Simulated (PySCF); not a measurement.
NZnH3, in a box:

```
N Zn H
1.0
    11.00000    0.00000    0.00000
     0.00000   13.00000    0.00000
     0.00000    0.00000   11.00000
N Zn H
1 1 3
Direct
  0.50167 0.40226 0.48249
  0.54370 0.53639 0.47947
  0.41459 0.37925 0.45137
  0.51304 0.35569 0.56047
  0.58730 0.64775 0.46920
```

The cell isn't the ideal one: atoms moved at random, drawn with an rms of 0.05 Å.

Base run:

```yaml
Program: PySCF 2.14.0
Functional: TPSSh
Potentials_or_basis: pob-tzvp-rev2 (all-electron)
k_mesh: 1 × 1 × 1
Occupations: fixed
Spin: no spin polarisation
```

Its results: gap between the frontier levels 6.89 eV.

Problem. After a change of settings the same cell gave: gap between the frontier levels 7.66 eV. Which change was it?
A. functional from TPSSh to PBE
B. functional from TPSSh to SCAN0
C. functional from TPSSh to HSE03; dispersion from none to D3
D. functional from TPSSh to B3PW91

Solution. D.

Caveats: this is a molecule in a periodic box at the Γ point, so its band gap is the HOMO-LUMO gap; the basis of atomic orbitals isn't converged, which shifts pressures, moduli and gaps; this basis is made for solids and lacks diffuse functions, so gaps of a molecule come out too wide by an eV or more.
